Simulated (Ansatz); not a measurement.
## Optical constants of SiO2

The calculation used Ansatz 0.2.0, DFT LDA, scalar-relativistic, plane waves, PAW. Cutoff 420 eV, 6×6×6 k-points (Γ-centred), Gaussian smearing of 0.01 eV. No spin polarisation.

Relaxed structure:
```xyz
12
Lattice="0.0000 4.6987 7.3420 2.3472 0.0000 7.3420 2.3472 4.6987 0.0000" Properties=species:S:1:pos:R:3 pbc="T T T"
Si    3.5207    7.0480    8.2683
Si    2.3472    4.6987    4.5973
Si    2.3472    4.6987   10.0867
Si    3.5207    7.0480   13.7577
O     1.7604    5.8733    5.5065
O     1.7604    3.5240    9.1775
O     2.9339    5.8733    9.1775
O     2.9339    3.5240    5.5065
O     2.3472    1.7445    7.3420
O     2.3472    7.6528    7.3420
O     1.1736    4.0939    3.6710
O     1.1736    0.6048    3.6710
```

Independent-particle response (no local fields, no excitons) on a 10×10×10 mesh, broadened by 0.1 eV. Light polarised along y.

(1) Tabulate ε₁ and ε₂ against photon energy.

(2) Where is the highest local maximum of ε₂ between 0.3 and 12 eV?

(3) How do the static value and the gaps compare?

## Answers

(1)
```csv
E (eV),ε₁,ε₂
0.1,2.52,0.00
0.5,2.52,0.00
0.9,2.53,0.00
1.3,2.54,0.00
1.7,2.55,0.00
2.1,2.57,0.00
2.5,2.59,0.00
2.9,2.61,0.00
3.3,2.64,0.00
3.7,2.68,0.00
4.1,2.72,0.00
4.5,2.77,0.00
4.9,2.83,0.00
5.3,2.90,0.00
5.7,3.00,0.01
6.1,3.11,0.01
6.5,3.25,0.01
6.9,3.46,0.03
7.3,3.83,0.08
7.7,4.10,0.50
8.1,4.31,0.81
8.5,4.54,1.33
8.9,4.48,2.29
9.3,3.93,2.90
9.7,3.08,3.06
10.1,2.91,3.37
10.5,1.68,2.68
10.9,1.90,2.32
11.3,1.67,2.14
11.7,2.00,1.99
```

(2) At 10.2 eV, where ε₂ = 3.5.

(3) ε₁(0) = 2.52; on the self-consistent k mesh the Kohn–Sham gap is 5.60 eV and the least direct gap 5.60 eV.

This form isn't the usual stable structure of the compound.

Cost: 1 run of about 5.6 core-minutes, on Intel Xeon 6975P-C (Granite Rapids) (shared hosts).